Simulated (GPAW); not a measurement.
# MoS2 (P6_3/mmc) in GPAW: a series of runs

The runs below take MoS2 through single point, with PBE.

Everything below comes from runs of GPAW 26.7.0. Logs are shortened: lines on timing, memory, paths and dates and some standing lists are left out, and cuts for length are marked. The log counts tension as positive stress, the text compression.

**What was measured.**

“Multiwavelength excitation Raman Scattering Analysis of bulk and 2 dimensional MoS2: Vibrational properties of atomically thin MoS2 layers”, 2015, arxiv:1506.03228 reports, for a bulk crystal of MoS2 at 300 K: band gap 1.3 eV (indirect).

The runs below are set against these values where they give the same quantity.

**1. The crystal as given**

The structure is hexagonal, space group P6_3/mmc (No. 194). Conventional cell: a = 3.169 Å, b = 3.169 Å, c = 12.324 Å, α = 90.00°, β = 90.00°, γ = 120.00°. Mo (site symmetry -6m2) has 6 S at 2.41 Å as nearest neighbours. S (site symmetry 3m) has 3 Mo at 2.41 Å as nearest neighbours.

**2. Single point, PBE**

run.py

```python
from ase.dft.bandgap import bandgap
from ase.io import write
from ase.spacegroup import crystal
from ase.units import GPa
from gpaw import GPAW, PW

# Mo 2c
# S 4f
atoms = crystal(['Mo', 'S'],
                basis=[[0.6666666667, 0.3333333333, 0.75],
                       [0.6666666667, 0.3333333333, 0.377]],
                spacegroup=194, setting=1,  # P6_3/mmc
                cellpar=[3.169, 3.169, 12.324, 90.0, 90.0, 120.0],
                primitive_cell=True)

calc = GPAW(mode=PW(500),
            xc='PBE',
            kpts={'size': (8, 8, 2), 'gamma': True},
            occupations={'name': 'fermi-dirac', 'width': 0.05},
            nbands=46,
            maxiter=120,
            txt='gpaw.txt')
atoms.calc = calc
energy = atoms.get_potential_energy()
forces = atoms.get_forces()
stress = atoms.get_stress()
calc.write('gs.gpw')
write('result.traj', atoms)
print(f'Energy: {energy:.6f} eV')
print('Forces (eV/A):')
print(forces.round(4))
print('Stress (GPa):', (stress / GPa).round(3))
print('Fermi level:', round(calc.get_fermi_level(), 4), 'eV')
print(f'Gap: {bandgap(calc)[0]:.4f} eV, direct: {bandgap(calc, direct=True)[0]:.4f} eV')
```

Potentials or basis: GPAW PAW data sets (gpaw-data 1.2.1), pw.

The run is started by

```
> OMP_NUM_THREADS=1 python run.py
```

gpaw.txt:

```text
__  _  _
 | _ |_)|_||  |
 |__||  | ||/\| - 26.7.0

Input parameters:
  mode=PW(ecut=500.0),
  kpts=MonkhorstPack(size=(8, 8, 2), gamma=True),
  maxiter=120,
  nbands=46,
  occupations=Occupations(name='fermi-dirac', width=0.05),
  xc=XC(name='PBE')

Diagonalizing LCAO Hamiltonian
Converting LCAO to pw mode

        S

           Mo
        S

           S
        Mo

           S

Atoms  # Å, Bohr magnetons
|   | symbol |         x |        y |         z |    initial magnetic moments |
|---|--------|-----------|----------|-----------|-----------------------------|
| 0 |     Mo |  1.584500 | 0.914812 |  9.243000 | ( 0.0000,  0.0000,  0.0000) |
| 1 |     Mo | -0.000000 | 1.829623 |  3.081000 | ( 0.0000,  0.0000,  0.0000) |
| 2 |      S |  1.584500 | 0.914812 |  4.646148 | ( 0.0000,  0.0000,  0.0000) |
| 3 |      S | -0.000000 | 1.829623 | 10.808148 | ( 0.0000,  0.0000,  0.0000) |
| 4 |      S | -0.000000 | 1.829623 |  7.677852 | ( 0.0000,  0.0000,  0.0000) |
| 5 |      S |  1.584500 | 0.914812 |  1.515852 | ( 0.0000,  0.0000,  0.0000) |

Unit cell  # Å
| periodic |         x |        y |         z |   lengths |     angles |
|----------|-----------|----------|-----------|-----------|------------|
|      yes |  3.169000 | 0.000000 |  0.000000 |  3.169000 |  90.000000 |
|      yes | -1.584500 | 2.744435 |  0.000000 |  3.169000 |  90.000000 |
|      yes |  0.000000 | 0.000000 | 12.324000 | 12.324000 | 120.000000 |

Number of symmetries: 12
Symmetry operations  # r_c * U_cc + t_c -> r_c
|    | kind |            matrix            |
|----|------|------------------------------|
|  0 |  σ   |  1, 1, 0,  0,-1, 0,  0, 0, 1 |
|  1 |  S6  |  1, 1, 0, -1, 0, 0,  0, 0,-1 |
|  2 |  E   |  1, 0, 0,  0, 1, 0,  0, 0, 1 |
|  3 |  C2  |  1, 0, 0, -1,-1, 0,  0, 0,-1 |
|  4 |  C2  |  0, 1, 0,  1, 0, 0,  0, 0,-1 |
|  5 |  C3  |  0, 1, 0, -1,-1, 0,  0, 0, 1 |
|  6 |  S6  |  0,-1, 0,  1, 1, 0,  0, 0,-1 |
|  7 |  σ   |  0,-1, 0, -1, 0, 0,  0, 0, 1 |
|  8 |  σ   | -1, 0, 0,  1, 1, 0,  0, 0, 1 |
|  9 |  i   | -1, 0, 0,  0,-1, 0,  0, 0,-1 |
| 10 |  C3  | -1,-1, 0,  1, 0, 0,  0, 0, 1 |
| 11 |  C2  | -1,-1, 0,  0, 1, 0,  0, 0,-1 |

BZ-sampling:
  Number of BZ points: 128
  Number of IBZ points: 20

  Monkhorst-Pack size: [8, 8, 2]
  Monkhorst-Pack shift: [0.0625, 0.0625, 0.25]

K-points  # in reciprocal-cell coordinates
|     |                                coordinates |     weight |
|-----|--------------------------------------------|------------|
|   0 | (  0.00000000,   0.00000000,   0.00000000) | 0.00781250 |
|   1 | (  0.00000000,   0.00000000,   0.50000000) | 0.00781250 |
|   2 | (  0.12500000,   0.00000000,   0.00000000) | 0.04687500 |
|   3 | (  0.12500000,   0.00000000,   0.50000000) | 0.04687500 |
|   4 | (  0.25000000,  -0.12500000,   0.00000000) | 0.04687500 |
|   5 | (  0.25000000,  -0.12500000,   0.50000000) | 0.04687500 |
|   6 | (  0.25000000,   0.00000000,   0.00000000) | 0.04687500 |
|   7 | (  0.25000000,   0.00000000,   0.50000000) | 0.04687500 |
|   8 | (  0.37500000,  -0.12500000,   0.00000000) | 0.09375000 |
|   9 | (  0.37500000,  -0.12500000,   0.50000000) | 0.09375000 |
| ... |                                            |            |
|  19 | (  0.50000000,   0.50000000,   0.50000000) | 0.02343750 |

Plane wave coefficients: 2744
Cutoff: 500.0 eV

Spin-components: 1 (collinear spins)
Bands:           46
Projectors:      32
Spin-degeneracy: 2
Datatype:        complex128

Parallelization:
  kpt:    1
  domain: 1
  band:   1

Density:
  Valence electrons: 52.0
  Components: 1
  Grid points: [18 18 64]
  Charge: 0.0  # |e|

Potential:
  Grid points: [18 18 64]

species:
  Mo:
    name:    Molybdenum
    Z:       42.0
    valence: 14
    core:    28
    charge:  0.0  # [|e|]
    compensation charges:
      type: gauss
      rc: 0.38  # [Å]
      lmax: 2
    cutoffs:
      filter: 2.16  # [Å]
      core: 1.42  # [Å]
    projectors
    | kind |    occ | energy [eV] | rcut [Å] |
    |------|--------|-------------|----------|
    |   4s |  2.000 |     -64.307 |    1.238 |
    |   5s |  1.000 |      -4.084 |    1.238 |
    |   4p |  6.000 |     -38.491 |    1.296 |
    |   5p |  0.000 |      -1.044 |    1.296 |
    |   4d |  5.000 |      -3.754 |    1.296 |
    |    d |        |      23.458 |    1.296 |

    Using partial waves for Mo as LCAO basis

  S:
    name:    Sulfur
    Z:       16.0
    valence: 6
    core:    10
    charge:  0.0  # [|e|]
    compensation charges:
      type: gauss
      rc: 0.24  # [Å]
      lmax: 2
    cutoffs:
      filter: 1.77  # [Å]
      core: 1.66  # [Å]
    projectors
    | kind |    occ | energy [eV] | rcut [Å] |
    |------|--------|-------------|----------|
    |   3s |  2.000 |     -17.254 |    0.974 |
    |   3p |  4.000 |      -7.008 |    0.979 |
    |    s |        |       9.957 |    0.974 |
    |    p |        |      20.203 |    0.979 |
    |    d |        |       0.000 |    0.900 |

    Using partial waves for S as LCAO basis

Reference energy: -263698.624853  # eV

eigensolver:
  PPCG
  Converge bands: occupied
  niter=2

density mixing:
  MSR1-Mixer
  Pratt-step length: 0.05
  Maximum mixing coefficient: 0.75
  Old densities: 10
  SVD Regularization: 0.005
  Good broyden scale: 1.0
  Trust region scale: 1.0
  Backstep threshold: 4.0
  History deletion threshold: 6.0
  Fourier metric: weight=20.0, sigma=0.015

occupation numbers:
  Fermi-Dirac:
    width: 0.0500  # eV

poisson solver:
  ecut: 4000.0  # eV

xc functional:
  name: PBE with 2 nearest neighbor stencil

convergence criteria:
- Maximum [total energy] change in last 3 cyles: 0.0005 eV / valence electron
- Maximum integral of absolute [dens]ity change: 0.0001 electrons / valence electron
- Maximum integral of absolute [eigenst]ate change: 4e-08 eV^2 / valence electron
maximum number of iterations: 120

SCF iterations
|iter     | |      energy | eigst |  dens |
|---------|-|-------------|-------|-------|
|iter:   1| |  -47.161793 | +0.52 |       |
|iter:   2| |  -46.306462 | -1.15 | -0.98 |
|iter:   3| |  -44.258347 | -1.13 | -1.05 |
|iter:   4| |  -44.143111 | -1.96 | -1.45 |
|iter:   5| |  -44.148482 | -2.57 | -1.77 |
|iter:   6| |  -44.178042 | -2.88 | -2.03 |
|iter:   7| |  -44.133231 | -3.29 | -2.08 |
|iter:   8| |  -44.133231 | -5.04 | -3.03 |
|iter:   9| |  -44.133247c| -5.88 | -3.39 |
|iter:  10| |  -44.133248c| -7.22 | -4.27c|
|iter:  11| |  -44.133248c| -7.71c| -4.72c|

Converged in 11 steps
Energy contributions relative to reference atoms: (reference = -263698.624853)

Energy contributions:
  Kinetic:          -0.985208
  Coulomb:         -11.241336
  Zero:             -0.287929
  External:          0.000000
  Xc:              -31.618774
  Entropy:          -0.000004
  Spinorbit:         0.000000
  ----------------------------
  Free energy:     -44.133249
  Extrapolated:    -44.133248

dipole moment: (0.000001, 0.000002, 0.000007)  # |e|*Ang

Fermi level: 8.592
Eigenvalues  # (at kpt = [0.000, 0.000, 0.000])
| band index |      eig [eV] | occ [0-2] |
|------------|---------------|-----------|
|          0 |       -53.401 |     2.000 |
|        ... |               |           |
|         18 |         4.937 |     2.000 |
|         19 |         6.019 |     2.000 |
|         20 |         6.019 |     2.000 |
|         21 |         6.065 |     2.000 |
|         22 |         6.065 |     2.000 |
|         23 |         6.993 |     2.000 |
|         24 |         7.029 |     2.000 |
|         25 |         8.169 |     2.000 |
|         26 |        10.263 |     0.000 |
|         27 |        10.263 |     0.000 |
|         28 |        10.292 |     0.000 |
|         29 |        10.292 |     0.000 |
|         30 |        10.429 |     0.000 |
|         31 |        10.429 |     0.000 |
|         32 |        10.600 |     0.000 |
|         33 |        10.600 |     0.000 |
|        ... |               |           |
|         45 |        20.563 |     0.000 |

Gap: 0.973 eV
Transition (v -> c):
  (s=0, k=0, n=25, [0.00, 0.00, 0.00]) -> (s=0, k=8, n=26, [0.38, -0.12, 0.00])
Direct/indirect transitions are different
Direct gap: 1.911 eV
Transition at: (s=0, k=12, n=25, [0.38, 0.38, 0.00])

Forces  # eV/Ang
|        x |        y |        z |
|----------|----------|----------|
| -0.00000 | -0.00000 | -0.00002 |  # Mo   0
|  0.00000 |  0.00000 |  0.00002 |  # Mo   1
| -0.00000 |  0.00000 | -0.05699 |  # S    2
| -0.00000 |  0.00000 | -0.05712 |  # S    3
|  0.00000 |  0.00000 |  0.05699 |  # S    4
|  0.00000 | -0.00000 |  0.05712 |  # S    5

Stress tensor  # eV/Ang^3
|         x |         y |         z |
|-----------|-----------|-----------|
| -0.010887 |  0.000000 |  0.000000 |
|  0.000000 | -0.010887 |  0.000000 |
|  0.000000 |  0.000000 | -0.013680 |

# Writing to gs.gpw (mode='')
```

It took 64 s on 1 thread of Arm Neoverse V1, shared host; peak memory 0.21 GiB.

What came out:

| Quantity | Value |
| --- | --- |
| Free energy | -44.1332 eV |
| Pressure | 1.9 GPa |
| Largest force | 0.057 eV/Å |
| Band gap on the k mesh | 0.97 eV, indirect (least direct gap 1.91 eV) |

Forces in eV/Å, atoms in the order of the input:
```
Mo   0.000  0.000  0.000
Mo   0.000  0.000  0.000
S    0.000  0.000 -0.057
S    0.000  0.000 -0.057
S    0.000  0.000  0.057
S    0.000  0.000  0.057
```

Caveat: the cutoff is short for stress and forces, so pressures can be off by a GPa or more; this functional lacks dispersion, which binds the layers, so the pressure and a relaxed spacing across them are unreliable.

**3. Single point, PBE**

run.py

```python
from ase import Atoms
from ase.dft.bandgap import bandgap
from ase.io import write
from ase.units import GPa
from gpaw import GPAW, PW

atoms = Atoms(['Mo', 'Mo', 'S', 'S', 'S', 'S'],
              cell=[[3.169, 0.0, 0.0],
                    [-1.5845, 2.7444345046, 0.0],
                    [0.0, 0.0, 12.324]],
              scaled_positions=[[0.6666666667, 0.3333333333, 0.75],
                                [0.3333333333, 0.6666666667, 0.25],
                                [0.6666666667, 0.3333333333, 0.377],
                                [0.3333333333, 0.6666666667, 0.877],
                                [0.6666666667, 0.3333333333, 0.123],
                                [0.3333333333, 0.6666666667, 0.623]],
              pbc=True)

calc = GPAW(mode=PW(450),
            xc='PBE',
            kpts={'size': (8, 8, 2), 'gamma': True},
            occupations={'name': 'fermi-dirac', 'width': 0.05},
            nbands=46,
            maxiter=120,
            txt='gpaw.txt')
atoms.calc = calc
energy = atoms.get_potential_energy()
forces = atoms.get_forces()
stress = atoms.get_stress()
calc.write('gs.gpw')
write('result.traj', atoms)
print(f'Energy: {energy:.6f} eV')
print('Forces (eV/A):')
print(forces.round(4))
print('Stress (GPa):', (stress / GPa).round(3))
print('Fermi level:', round(calc.get_fermi_level(), 4), 'eV')
print(f'Gap: {bandgap(calc)[0]:.4f} eV, direct: {bandgap(calc, direct=True)[0]:.4f} eV')
```

Potentials or basis: GPAW PAW data sets (gpaw-data 1.2.1), pw.

The run is started by

```
> OMP_NUM_THREADS=1 python run.py
```

It took 44 s on 1 thread of Arm Neoverse V1, shared host; peak memory 0.2 GiB.

The run converged. Its results:

```yaml
Free_energy: -44.1115 eV
Pressure: 1.8 GPa
Largest_force: 0.057 eV/Å
Band_gap_on_the_k_mesh: 0.97 eV, indirect (least direct gap 1.91 eV)
```

Forces on the atoms (eV/Å):
```
Mo   0.000  0.000  0.000
Mo   0.000  0.000  0.000
S    0.000  0.000 -0.057
S    0.000  0.000 -0.055
S    0.000  0.000  0.055
S    0.000  0.000  0.057
```

Stress tensor (GPa, compression positive):
```
1.62 0.00 0.00
0.00 1.62 0.00
0.00 0.00 2.06
```

Levels at points of the mesh, in eV from the valence-band top:
```tsv
k point	band 24	band 25	band 26	band 27	band 28	band 29
(0.00, 0.00, 0.00)	-1.18	-1.14	0.00	2.09	2.09	2.12
(0.00, 0.00, 0.50)	-2.13	-0.26	-0.26	2.10	2.10	2.10
(0.50, 0.50, 0.00)	-1.52	-1.39	-1.27	1.57	1.62	1.97
(0.50, 0.50, 0.50)	-1.62	-1.32	-1.32	1.59	1.59	2.11
```

Caveat: the cutoff is short for stress and forces, so pressures can be off by a GPa or more; this functional lacks dispersion, which binds the layers, so the pressure and a relaxed spacing across them are unreliable.

**4. Comparison with measurements**

Step 2. A measured gap of MoS2 is 1.3 eV (indirect; 300 K; “Multiwavelength excitation Raman Scattering Analysis of bulk and 2 dimensional MoS2: Vibrational properties of atomically thin MoS2 layers”, 2015, arxiv:1506.03228); the calculated 0.97 eV misses it by -0.33 eV. Spin-orbit coupling on Mo is left out. The value is that of PBE on a finite k mesh, which can miss the band edges, without temperature or zero-point motion. Semilocal functionals fall short of measured gaps as a rule.

Step 3. A measured gap of MoS2 is 1.3 eV (indirect; 300 K; “Multiwavelength excitation Raman Scattering Analysis of bulk and 2 dimensional MoS2: Vibrational properties of atomically thin MoS2 layers”, 2015, arxiv:1506.03228); the calculated 0.97 eV misses it by -0.33 eV. Spin-orbit coupling on Mo is left out. The value is that of PBE on a finite k mesh, which can miss the band edges, without temperature or zero-point motion. Semilocal functionals fall short of measured gaps as a rule.
